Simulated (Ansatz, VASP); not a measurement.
## Two plane-wave programs on SnSe

```
Sn Se
1.0
     0.00000    3.01000    3.01000
     3.01000    0.00000    3.01000
     3.01000    3.01000    0.00000
Sn Se
1 1
Direct
  0.00000 0.00000 0.00000
  0.50000 0.50000 0.50000
```

Measurements of this composition are mostly on another form, of space group No. 62.

Alike in both runs: functional B3LYP; k mesh 4 × 4 × 4; occupations fermi-dirac, width 0.05 eV; no spin polarisation.

```csv
,VASP,Ansatz
version,VASP 6.6.1,Ansatz 0.2.0
potentials or method,"VASP PAW PBE potentials, release 64 (Sn_d, Se)",Ansatz PAW
plane-wave cutoff (eV),520,420
valence electrons in the cell,20,30
task,single point,band structure
```

|  | VASP | Ansatz | Ansatz less VASP |
| --- | --- | --- | --- |
| gap on the k mesh at the Fermi level (eV) | 0.74 | 0.61 | -0.128 |
| least direct gap on the mesh (eV) | 0.74 | 0.61 | -0.128 |
| pressure (GPa) | 1.9 | 2.0 | +0.08 |

With one functional, cell and mesh, what is left measures potentials, basis and numerics. The two sets of potentials don't hold the same shells in valence.

Caveats: the k mesh is coarse (spacing up to 0.45 Å⁻¹), so the values aren't converged, least of all with exact exchange; spin-orbit coupling is left out, which moves the levels of the heavy elements; the PAW data sets were made with another functional, which shifts forces and pressure a little (VASP); the PAW data sets come from PBE, with cores solved anew for the run's functional, which leaves a small shift of forces and pressure (Ansatz); the thresholds are loose for stress (Ansatz). A k mesh can miss the band edges.
